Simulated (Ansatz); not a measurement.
# Cu: the cost of one run

Method: DFT PBE, scalar-relativistic, plane waves, PAW, in Ansatz 0.2.0.

17 further runs of the same task are left out: 17 set aside as unsound or not needed.

## (1) The structure to begin with

Symmetry: I4/mmm, No. 139, tetragonal system. The conventional cell has a = 2.947 Å, b = 2.947 Å, c = 2.764 Å, α = 90.00°, β = 90.00°, γ = 90.00°. Around Cu (site symmetry 4/mmm) lie 10 Cu at 2.50 to 2.76 Å.

Coordinates:

```cif
data_structure
_symmetry_space_group_name_H-M 'I4/mmm'
_symmetry_Int_Tables_number 139
_cell_length_a 2.9465
_cell_length_b 2.9465
_cell_length_c 2.7640
_cell_angle_alpha 90.000
_cell_angle_beta 90.000
_cell_angle_gamma 90.000
_cell_volume 24.00
loop_
_atom_site_label
_atom_site_type_symbol
_atom_site_symmetry_multiplicity
_atom_site_Wyckoff_symbol
_atom_site_fract_x
_atom_site_fract_y
_atom_site_fract_z
_atom_site_occupancy
Cu1 Cu 2 a 0.00000 0.00000 0.00000 1
```

It goes back to an entry of the Materials Project, which need not be the stable form.

This cell was relaxed beforehand with the same method: volume 12.00 Å³/atom, gap on the mesh none (metal).

## (2) The scan

The energy is mapped over volume and the cell's shape.

- volume per atom: 7 values from 10.08 to 13.92 Å³
- c/a of the conventional cell: 7 values from 0.832 to 1.058

Nothing else is relaxed (symmetry fixes all fractional coordinates). Energies count from the relaxed crystal. Points are written as (first, second).

## (3) Grid point (10.72 Å³, 0.832)

input.yaml reads:

```yaml
crystal:
  lattice:
    - [-1.4771026434, 1.4771026434, 1.228210848]
    - [1.4771026434, -1.4771026434, 1.228210848]
    - [1.4771026434, 1.4771026434, -1.228210848]
  atoms:
    - { symbol: Cu, position: [0.0, 0.0, 0.0] }
basis:
  ecutwfc: 520.0
kpoints:
  mp_grid: { grid: [24, 24, 24] }
hamiltonian:
  xc: pbe
  pseudopotentials: { kind: paw, azcp: { folder: soft_1 } }
scf:
  occupations: { method: gaussian, width: 0.15 }
output:
  forces: true
  stress: true
  eigenvalues: true
```

Started as:

```bash
> ansatz run input.yaml --threads 1 --pin off --max-ram 2048MiB --backend cpu --events-out ev --progress --plain --runs-dir out
```

Q: Estimate wall time and peak memory on 1 thread of Arm Neoverse V1, shared host.

About 14 s, with a peak of 0.47 GiB.
